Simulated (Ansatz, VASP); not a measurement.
**Ge in VASP and in Ansatz**

```xyz
1
Lattice="-1.8452 1.8452 1.8452 1.8452 -1.8452 1.8452 1.8452 1.8452 -1.8452" Properties=species:S:1:pos:R:3 pbc="T T T"
Ge    0.0000    0.0000    0.0000
```

Alike in both runs: task single point; functional PBEsol; k mesh 8 × 8 × 8; occupations gaussian, width 0.1 eV; no spin polarisation.

```csv
,VASP,Ansatz
version,VASP 6.6.1,Ansatz 0.2.0
potentials or method,"VASP PAW PBE potentials, release 64 (Ge_d)","scalar-relativistic, plane waves, PAW"
plane-wave cutoff (eV),520,420
valence electrons in the cell,14,14
```

```csv
,VASP,Ansatz,Ansatz less VASP
gap on the k mesh at the Fermi level (eV),none,none,-
pressure (GPa),-11.3,-11.3,+0.03
```

A gap of «none» marks a metal or a gap that the smearing closes. The functional is the same, so the differences come from potentials, cutoffs and numerics.

Caveats: the PAW data sets were made with another functional, which shifts forces and pressure a little (VASP).
